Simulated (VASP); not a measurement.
Wanted: the native input for a VASP 6.6.1 run.

```
Task                   : single point
Functional             : PBE
Potentials or basis    : VASP PAW PBE potentials, release 64 (Mn_pv, O)
Cutoff                 : 520 eV
k mesh                 : 11 × 11 × 6
Occupations            : fermi-dirac, width 0.05 eV
Spin                   : collinear spin, ferromagnetic start
Starting moments       : [4.0, 0.0, 0.0] μB
Further INCAR settings : ALGO = Normal; EDIFF = 1e-07; NBANDS = 24
```

The structure of MnO2 lies in POSCAR:

```
MnO2
1.0
    2.8565781804      0.0000000000      0.0000000000
   -1.4282890902      2.4738692722      0.0000000000
    0.0000000000      0.0000000000      4.6013740589
Mn O
1 2
Direct
    0.0000000000      0.0000000000      0.5000000000
    0.3333333333      0.6666666667      0.7062925700
    0.6666666667      0.3333333333      0.2937074300
```

Measurements of this composition are mostly on another form, of space group No. 136.

The input as run:

INCAR

```
  PREC = Accurate
  ENCUT = 520
  EDIFF = 1E-7
  ISMEAR = -1
  SIGMA = 0.05
  LREAL = False
  LASPH = True
  NELM = 150
  ALGO = Normal
  ISIF = 2
  LWAVE = False
  LCHARG = False
  ISPIN = 2
  MAGMOM = 4 0 0
  LORBIT = 11
  LMAXMIX = 4
  GGA = PE
  NBANDS = 24
```

KPOINTS

```
regular mesh
0
Gamma
  11 11 6
```

Potentials or basis: VASP PAW PBE potentials, release 64 (Mn_pv, O).

Command:

```sh
$ cat potpaw_PBE.64/Mn_pv/POTCAR potpaw_PBE.64/O/POTCAR > POTCAR
$ mpirun -np 1 vasp_std > vasp.out
```

It gave:

| Item | Value |
| --- | --- |
| Pressure | 5.8 GPa |
| Largest force | 0.310 eV/Å |
| Band gap on the k mesh | 0.81 eV, indirect (least direct gap 0.87 eV) |
| Net moment | 3.00 μB per cell |
| Site moments | Mn +2.83; O +0.04 μB |
| Valence electrons inside the program's atomic spheres | Mn 11.75; O 5.00 |

Caveat: an odd mesh through Γ misses points on the zone boundary, where band edges often lie; a cell with one magnetic atom can't hold antiferromagnetic order, which such compounds often take.

It took 2.1 min on 1 thread of Intel(R) Xeon(R) Platinum 8488C (Sapphire Rapids), on a shared host, peak memory 0.22 GiB.
